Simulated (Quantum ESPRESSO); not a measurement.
## Ni: magnetism against biaxial strain

How does biaxial strain change the magnetic state of Ni?

Main program and level: Quantum ESPRESSO 7.5; PBE; plane waves with GBRV 1.5 PBE potentials, no spin-orbit coupling.

### Step 1. Set-up

The structure is cubic, space group Fm-3m (No. 225). Conventional cell: a = 3.524 Å, b = 3.524 Å, c = 3.524 Å, α = 90.00°, β = 90.00°, γ = 90.00°. Nearest to Ni lie 12 Ni at 2.49 Å.

As a file:

```cif
data_structure
_symmetry_space_group_name_H-M 'P 1'
_symmetry_Int_Tables_number 1
_cell_length_a 2.4918
_cell_length_b 2.4918
_cell_length_c 2.4918
_cell_angle_alpha 60.000
_cell_angle_beta 60.000
_cell_angle_gamma 60.000
_cell_volume 10.94
loop_
_atom_site_label
_atom_site_type_symbol
_atom_site_fract_x
_atom_site_fract_y
_atom_site_fract_z
_atom_site_occupancy
Ni1 Ni 0.00000 0.00000 0.00000 1
```

The lattice constants were typed from memory of published values and not checked against a source.

### Step 2. Biaxial 0.94, ferro +

Lengths in the Cartesian xy plane scale by the factor; z is kept. Atoms keep their fractional places. Seeded atoms are those given a starting moment.

pw.in reads:

```
&CONTROL
  calculation = 'scf'
  prefix = 'pwscf'
  outdir = './tmp'
  pseudo_dir = './pseudo'
  disk_io = 'nowf'
  tprnfor = .true.
  tstress = .true.
/
&SYSTEM
  ibrav = 0
  celldm(1) = 8
  nat = 1
  ntyp = 1
  ecutwfc = 40
  ecutrho = 280
  nbnd = 15
  occupations = 'smearing'
  smearing = 'fd'
  degauss = 0.00367493
  nspin = 2
  starting_magnetization(1) = 0.0556
/
&ELECTRONS
  conv_thr = 2d-09
  electron_maxstep = 150
  mixing_beta = 0.3
/
ATOMIC_SPECIES
Ni     58.6934 ni_pbe_v1.4.uspp.F.UPF
CELL_PARAMETERS alat
   0.0000000000000    0.3912394482119    0.4162121789488
   0.3912394482119    0.0000000000000    0.4162121789488
   0.3912394482119    0.3912394482119    0.0000000000000
ATOMIC_POSITIONS crystal
Ni      0.0000000000    0.0000000000    0.0000000000
K_POINTS automatic
20 20 20 0 0 0
```

Command:

```bash
OMP_NUM_THREADS=1 mpirun -n 4 pw.x -nk 4 -in pw.in > pw.out
```

The log of the run:

```text
Program PWSCF v.7.5 starts

     Message from routine setup:
     using ibrav=0 with symmetry is DISCOURAGED, use correct ibrav instead

     K-points division:     npool     =       4
     Subspace diagonalization in iterative solution of the eigenvalue problem:

     bravais-lattice index     =            0
     lattice parameter (alat)  =       8.0000  a.u.
     unit-cell volume          =      65.2379 (a.u.)^3
     number of atoms/cell      =            1
     number of atomic types    =            1
     number of electrons       =        18.00
     number of Kohn-Sham states=           15
     kinetic-energy cutoff     =      40.0000  Ry
     charge density cutoff     =     280.0000  Ry
     scf convergence threshold =      2.0E-09
     mixing beta               =       0.3000
     number of iterations used =            8  plain     mixing
     Exchange-correlation=  SLA  PW   PBX  PBC
                           (   1   4   3   4   0   0   0)

     celldm(1)=   8.000000  celldm(2)=   0.000000  celldm(3)=   0.000000
     celldm(4)=   0.000000  celldm(5)=   0.000000  celldm(6)=   0.000000

     crystal axes: (cart. coord. in units of alat)
               a(1) = (   0.000000   0.391239   0.416212 )
               a(2) = (   0.391239   0.000000   0.416212 )
               a(3) = (   0.391239   0.391239   0.000000 )

     reciprocal axes: (cart. coord. in units 2 pi/alat)
               b(1) = ( -1.277990  1.277990  1.201310 )
               b(2) = (  1.277990 -1.277990  1.201310 )
               b(3) = (  1.277990  1.277990 -1.201310 )

     PseudoPot. # 1 for Ni read from file:
     ni_pbe_v1.4.uspp.F.UPF
     Pseudo is Ultrasoft + core correction, Zval = 18.0

     atomic species   valence    mass     pseudopotential
     Ni               18.00    58.69340     Ni( 1.00)

     Starting magnetic structure
     atomic species   magnetization
     Ni              0.056

     16 Sym. Ops., with inversion, found

   Cartesian axes

     site n.     atom                  positions (alat units)
         1        Ni     tau(   1) = (   0.0000000   0.0000000   0.0000000  )

     number of k points=   641  Fermi-Dirac smearing, width (Ry)=  0.0037

     Number of k-points >= 100: set verbosity='high' to print them.

     Dense  grid:     5205 G-vectors     FFT dimensions: (  25,  25,  24)

     Smooth grid:     2213 G-vectors     FFT dimensions: (  20,  20,  18)

     Check: negative core charge=   -0.000022
     Generating pointlists ...
     new r_m :   0.2282 (alat units)  1.8259 (a.u.) for type    1

     Initial potential from superposition of free atoms

     starting charge      16.0000, renormalised to      18.0000
     Starting wfcs are   13 randomized atomic wfcs +    2 random wfcs

     Self-consistent Calculation

     iteration #  1     ecut=    40.00 Ry     beta= 0.30
     Davidson diagonalization with overlap
     ethr =  1.00E-02,  avg # of iterations =  4.6

     total energy              =    -337.93411829 Ry
     estimated scf accuracy    <      27.82564929 Ry

     total magnetization       =     0.24 Bohr mag/cell
     absolute magnetization    =     0.26 Bohr mag/cell

     iteration #  2     ecut=    40.00 Ry     beta= 0.30
     Davidson diagonalization with overlap
     ethr =  1.00E-02,  avg # of iterations =  2.8

     total energy              =    -343.18186064 Ry
     estimated scf accuracy    <       0.42059718 Ry

     total magnetization       =     0.53 Bohr mag/cell
     absolute magnetization    =     0.59 Bohr mag/cell

     [... further iterations left out ...]

     iteration # 10     ecut=    40.00 Ry     beta= 0.30
     Davidson diagonalization with overlap
     ethr =  2.38E-10,  avg # of iterations =  1.0

     total energy              =    -343.26931359 Ry
     estimated scf accuracy    <          5.6E-09 Ry

     total magnetization       =     0.62 Bohr mag/cell
     absolute magnetization    =     0.70 Bohr mag/cell

     iteration # 11     ecut=    40.00 Ry     beta= 0.30
     Davidson diagonalization with overlap
     ethr =  3.11E-11,  avg # of iterations =  1.1

     Magnetic moment per site  (integrated on atomic sphere of radius R)
     atom   1 (R=0.228)  charge= 16.4868  magn=  0.6574

     End of self-consistent calculation

     Number of k-points >= 100: set verbosity='high' to print the bands.

     the Fermi energy is    20.7107 ev

!    total energy              =    -343.26931367 Ry
     estimated scf accuracy    <          6.6E-10 Ry
     smearing contrib. (-TS)   =      -0.00091804 Ry
     internal energy E=F+TS    =    -343.26839563 Ry

     The total energy is F=E-TS. E is the sum of the following terms:
     one-electron contribution =    -177.07582941 Ry
     hartree contribution      =     101.89802576 Ry
     xc contribution           =     -35.64821399 Ry
     ewald contribution        =    -232.44237799 Ry

     total magnetization       =     0.62 Bohr mag/cell
     absolute magnetization    =     0.70 Bohr mag/cell

     convergence has been achieved in  11 iterations

     Forces acting on atoms (cartesian axes, Ry/au):

     atom    1 type  1   force =     0.00000000    0.00000000    0.00000000

     Total force =     0.000000     Total SCF correction =     0.000000

     Computing stress (Cartesian axis) and pressure

          total   stress  (Ry/bohr**3)                   (kbar)     P=      243.08
   0.00192693   0.00000000  -0.00000000          283.46        0.00       -0.00
   0.00000000   0.00192693  -0.00000000            0.00      283.46       -0.00
  -0.00000000  -0.00000000   0.00110342           -0.00       -0.00      162.32

=------------------------------------------------------------------------------=
   JOB DONE.
=------------------------------------------------------------------------------=
```

It took 16 s on 4 MPI ranks of AMD EPYC 7B13 (Zen 3), shared host; peak memory 0.31 GiB; 62 s of CPU time.

Spin moment in the atom's sphere by atom:

```tsv
atom	spin moment in the atom's sphere (μB)
Ni1	0.657
```

This step gave:

```yaml
smearing_term_ts: 0.01249 eV
pressure: 24.31 GPa
magnetization: 0.62 μB
absolute_magnetization: 0.703 μB
final_state: ferromagnetic
```

### Step 3. Biaxial 0.94, no spin polarisation

pw.in: that of step 2 with these lines changed.

```diff
@@ -20,4 +20,2 @@
   degauss = 0.00367493
-  nspin = 2
-  starting_magnetization(1) = 0.0556
 /
```

The log of the run:

```text
     [... lines left out ...]
Program PWSCF v.7.5 starts
     [... lines left out ...]
     number of atoms/cell      =            1
     [... lines left out ...]
     number of electrons       =        18.00
     number of Kohn-Sham states=           15
     kinetic-energy cutoff     =      40.0000  Ry
     charge density cutoff     =     280.0000  Ry
     scf convergence threshold =      2.0E-09
     [... lines left out ...]
     16 Sym. Ops., with inversion, found
     [... lines left out ...]
     number of k points=   641  Fermi-Dirac smearing, width (Ry)=  0.0037
     [... lines left out ...]
     iteration #  9     ecut=    40.00 Ry     beta= 0.30
     [... lines left out ...]
     the Fermi energy is    20.5202 ev
!    total energy              =    -343.26618116 Ry
     estimated scf accuracy    <          1.6E-09 Ry
     smearing contrib. (-TS)   =      -0.00179933 Ry
     [... lines left out ...]
     convergence has been achieved in   9 iterations
     [... lines left out ...]
     Total force =     0.000000     Total SCF correction =     0.000000
     [... lines left out ...]
          total   stress  (Ry/bohr**3)                   (kbar)     P=      229.67
     [... lines left out ...]
```

Run time: 8 s. Hardware: 4 MPI ranks; peak memory 0.26 GiB; 31 s of CPU time.

Numbers from this step:

```
smearing term TS : 0.02448 eV
pressure         : 22.97 GPa
final state      : non-magnetic (no spin polarisation)
```

### Step 4. Biaxial 1.06, ferro +

pw.in: that of step 3 with these lines changed.

```diff
@@ -20,2 +20,4 @@
   degauss = 0.00367493
+  nspin = 2
+  starting_magnetization(1) = 0.0556
 /
@@ -29,5 +31,5 @@
 CELL_PARAMETERS alat
-   0.0000000000000    0.3912394482119    0.4162121789488
-   0.3912394482119    0.0000000000000    0.4162121789488
-   0.3912394482119    0.3912394482119    0.0000000000000
+   0.0000000000000    0.4411849096858    0.4162121789488
+   0.4411849096858    0.0000000000000    0.4162121789488
+   0.4411849096858    0.4411849096858    0.0000000000000
 ATOMIC_POSITIONS crystal
```

The log of the run:

```text
     [... lines left out ...]
Program PWSCF v.7.5 starts
     [... lines left out ...]
     number of atoms/cell      =            1
     [... lines left out ...]
     number of electrons       =        18.00
     number of Kohn-Sham states=           15
     kinetic-energy cutoff     =      40.0000  Ry
     charge density cutoff     =     280.0000  Ry
     scf convergence threshold =      2.0E-09
     [... lines left out ...]
     16 Sym. Ops., with inversion, found
     [... lines left out ...]
     number of k points=   641  Fermi-Dirac smearing, width (Ry)=  0.0037
     [... lines left out ...]
     iteration # 12     ecut=    40.00 Ry     beta= 0.30
     [... lines left out ...]
     Magnetic moment per site  (integrated on atomic sphere of radius R)
     atom   1 (R=0.250)  charge= 16.7421  magn=  0.7305
     [... lines left out ...]
     the Fermi energy is    15.3159 ev
!    total energy              =    -343.27123380 Ry
     estimated scf accuracy    <          1.7E-10 Ry
     smearing contrib. (-TS)   =      -0.00122907 Ry
     [... lines left out ...]
     total magnetization       =     0.68 Bohr mag/cell
     absolute magnetization    =     0.80 Bohr mag/cell
     convergence has been achieved in  12 iterations
     [... lines left out ...]
     Total force =     0.000000     Total SCF correction =     0.000000
     [... lines left out ...]
          total   stress  (Ry/bohr**3)                   (kbar)     P=     -240.81
     [... lines left out ...]
```

Run time: 20 s. Hardware: 4 MPI ranks; peak memory 0.34 GiB.

This step gave:

| Quantity | Value |
| --- | --- |
| smearing term TS | 0.01672 eV |
| pressure | -24.08 GPa |
| magnetization | 0.681 μB |
| absolute magnetization | 0.799 μB |
| final state | ferromagnetic |
| largest moment | 0.7305 μB |

### Step 5. All points

The runs not shown differ from these in the moved quantity alone.

States, by row:

```tsv
biaxial	ferro +	no spin polarisation
0.94	ferromagnetic	non-magnetic
0.955	ferromagnetic	non-magnetic
0.97	ferromagnetic	non-magnetic
0.985	ferromagnetic	non-magnetic
1	ferromagnetic	non-magnetic
1.015	ferromagnetic	non-magnetic
1.03	ferromagnetic	non-magnetic
1.045	ferromagnetic	non-magnetic
1.06	ferromagnetic	non-magnetic
```

Table of largest site moment, ferro + by biaxial:

```tsv
biaxial (factor)	largest site moment, ferro + (μB)
0.9400	0.657
0.9550	0.666
0.9700	0.674
0.9850	0.682
1.0000	0.689
1.0150	0.696
1.0300	0.705
1.0450	0.717
1.0600	0.731
```

Energy less that of the parallel start, no spin polarisation against biaxial:

```tsv
biaxial (factor)	energy less that of the parallel start, no spin polarisation (meV a seeded atom)
0.9400	42.6
0.9550	47.2
0.9700	51.1
0.9850	54.4
1.0000	57.1
1.0150	59.3
1.0300	61.2
1.0450	62.8
1.0600	64.2
```

The energy over the lowest by biaxial; values in meV an atom:

```tsv
biaxial (factor)	ferro +	no spin polarisation
0.9400	121	164
0.9550	62.8	110
0.9700	24.8	75.9
0.9850	4.87	59.3
1.0000	0	57.1
1.0150	8.21	67.5
1.0300	27.9	89.0
1.0450	57.4	120
1.0600	95.2	159
```

### Step 6. Summary of results

```
moment, parallel start       : 0.657 to 0.731 μB
states met from these starts : ferromagnetic
```

What this shows: The moment of the parallel start goes from 0.657 μB at 0.94 to 0.731 μB at 1.06. The net moment of the cell goes from 0.62 to 0.681 μB. The radius of the spheres follows the nearest distance, so part of the change of the site moments is the spheres'. Only a parallel start was run beside the spinless one, so opposed or spiral orders, which may lie lower, are not probed.

[Logs and program files are shortened in this print: banners, set-up blocks, solver, clock and traceback lines can be left out without a mark of their own.]

[Logs are printed without paths, hosts, clocks, repeated set-up lines and the standing remarks that a program may print on its own settings, such as how far it seeks lower states.]

[Hosts, paths, dates, database ids (printed as entryN), source tags and the programs' standing remarks are cut or masked in the printed files.]

[Where a cell is said to come from a database of computed structures, the database is the Materials Project.]
